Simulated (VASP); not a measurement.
Runs of VASP 6.6.1 on NaI. Symmetry: F-43m, No. 216, cubic system. Conventional cell: a = 7.163 Å, b = 7.163 Å, c = 7.163 Å, α = 90.00°, β = 90.00°, γ = 90.00°. Na (site symmetry -43m) is surrounded by 4 I at 3.10 Å. I (site symmetry -43m) is surrounded by 4 Na at 3.10 Å. Measurements of this composition are mostly on another form, of space group No. 225.

| level | potentials or basis | cell | gap on the mesh (eV) | pressure (GPa) |
| --- | --- | --- | --- | --- |
| LDA | VASP PAW LDA potentials, release 64 (Na_pv, I) | as given | (b) | -1.2 |
| PBEsol | VASP PAW PBE potentials, release 64 (Na_pv, I) | as given | 3.68 | -0.4 |
| LDA | VASP PAW LDA potentials, release 64 (Na_pv, I) | functional lda, volume scaled by 0.96, PAW files | 3.51 | -0.9 |
| PBE | VASP PAW PBE potentials, release 64 (Na_pv, I) | x and y stretched by +1.5 %, z held, PAW files | (a) | (c) |

Alike in all rows: task electric field gradients; no spin polarisation; k mesh 10 × 10 × 10; cutoff (eV) 520; smearing fermi-dirac 0.05 eV.

Problem. Fill in the values left out.

Solution. (a) 3.71; (b) 3.45; (c) -0.3.

Caveats: spin-orbit coupling is left out, which moves the levels of the heavy elements; the PAW data sets were made with another functional, which shifts forces and pressure a little (some runs).

A k mesh can miss the band edges, and the runs leave out spin-orbit coupling on I.
